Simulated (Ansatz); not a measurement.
# Ag: band structure with PBEsol

The system is Ag.

```xyz
1
Lattice="0.0000 2.0427 2.0427 2.0427 0.0000 2.0427 2.0427 2.0427 0.0000" Properties=species:S:1:pos:R:3 pbc="T T T"
Ag    0.0000    0.0000    0.0000
```

* Program: Ansatz 0.2.0
* Task: band structure
* Functional: PBEsol
* Potentials or basis: Ansatz PAW
* Cutoff: 420 eV (not typed: the program's choice for these potentials)
* k mesh: 11 × 11 × 11
* Occupations: fermi-dirac, width 0.05 eV
* Spin: no spin polarisation
* Path: [["G", "X", "W", "K", "G", "L", "U", "W", "L", "K"], ["U", "X"]]
* Points for each segment of the path: 14

* Pressure: -2.9 GPa
* Band gap on the k mesh: none (metal or under the smearing width)

Levels at the corners of the path, in eV from the Fermi level:
| point | band 5 | band 6 | band 7 | band 8 | band 9 | band 10 | band 11 | band 12 | band 13 | band 14 |
| --- | --- | --- | --- | --- | --- | --- | --- | --- | --- | --- |
| Γ | -8.05 | -4.96 | -4.96 | -4.96 | -3.91 | -3.91 | 15.63 | 19.21 | 19.21 | 19.21 |
| X | -6.63 | -6.48 | -3.14 | -2.90 | -2.90 | 1.33 | 6.51 | 10.38 | 10.38 | 16.86 |
| W | -5.87 | -5.25 | -5.25 | -3.91 | -2.90 | 5.71 | 5.71 | 6.72 | 7.96 | 22.26 |
| K | -6.19 | -5.76 | -4.25 | -3.69 | -3.19 | 4.04 | 5.00 | 6.90 | 12.49 | 16.52 |
| Γ | -8.05 | -4.96 | -4.96 | -4.96 | -3.91 | -3.91 | 15.63 | 19.21 | 19.21 | 19.21 |
| L | -6.60 | -4.99 | -4.99 | -3.11 | -3.11 | -0.68 | 3.38 | 14.90 | 17.54 | 17.54 |
| U | -6.19 | -5.76 | -4.25 | -3.69 | -3.19 | 4.04 | 5.00 | 6.90 | 12.49 | 16.52 |
| W | -5.87 | -5.25 | -5.25 | -3.91 | -2.90 | 5.71 | 5.71 | 6.72 | 7.96 | 22.26 |
| L | -6.60 | -4.99 | -4.99 | -3.11 | -3.11 | -0.68 | 3.38 | 14.90 | 17.54 | 17.54 |
| K | -6.19 | -5.76 | -4.25 | -3.69 | -3.19 | 4.04 | 5.00 | 6.90 | 12.49 | 16.52 |
| U | -6.19 | -5.76 | -4.25 | -3.69 | -3.19 | 4.04 | 5.00 | 6.90 | 12.49 | 16.52 |
| X | -6.63 | -6.48 | -3.14 | -2.90 | -2.90 | 1.33 | 6.51 | 10.38 | 10.38 | 16.86 |

Run time: 1 s on 2 threads of Arm Neoverse V2, on a shared host, peak memory 0.26 GiB.

Caveat: the PAW data sets come from PBE, with cores solved anew for the run's functional, which leaves a small shift of forces and pressure.
